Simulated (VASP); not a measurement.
**GaP: equation of state with PBE**

**The experiment to reproduce.**

“Phosphorous dimerization in GaP at high pressure”, 2017, arxiv:1709.06667 reports, for a bulk crystal of GaP: bulk modulus 87.5 ± 0.6 GPa.

GaP:

```
Ga P
1.0
     0.00000    2.72525    2.72525
     2.72525    0.00000    2.72525
     2.72525    2.72525    0.00000
Ga P
1 1
Direct
  0.00000 0.00000 0.00000
  0.75000 0.75000 0.75000
```

- Program: VASP 6.6.1
- Task: equation of state
- Functional: PBE
- Potentials or basis: VASP PAW PBE potentials, release 64 (Ga_d, P)
- Cutoff: 520 eV
- k mesh: 8 × 8 × 8
- Occupations: fermi-dirac, width 0.05 eV
- Spin: no spin polarisation

The equilibrium volume is 20.87 Å³/atom, the bulk modulus is 76 GPa and the pressure derivative of the bulk modulus is 4.5.

Energy against volume, from the lowest point:
```csv
volume (Å³/atom),energy (meV/atom)
19.026,45.39
19.431,26.42
19.836,12.92
20.240,4.35
20.645,0.19
21.050,0.00
21.455,3.38
```

All runs of the series together: 110 s on 1 thread of Intel(R) Xeon(R) 6975P-C (Granite Rapids), on a shared host.

A measured bulk modulus of GaP is 87.5 GPa (“Phosphorous dimerization in GaP at high pressure”, 2017, arxiv:1709.06667); the calculated 76 GPa misses it by -12.7 %. The fit is for a static lattice scaled at fixed shape and fixed fractional positions.

PBE usually gives volumes a little too large and moduli too small.
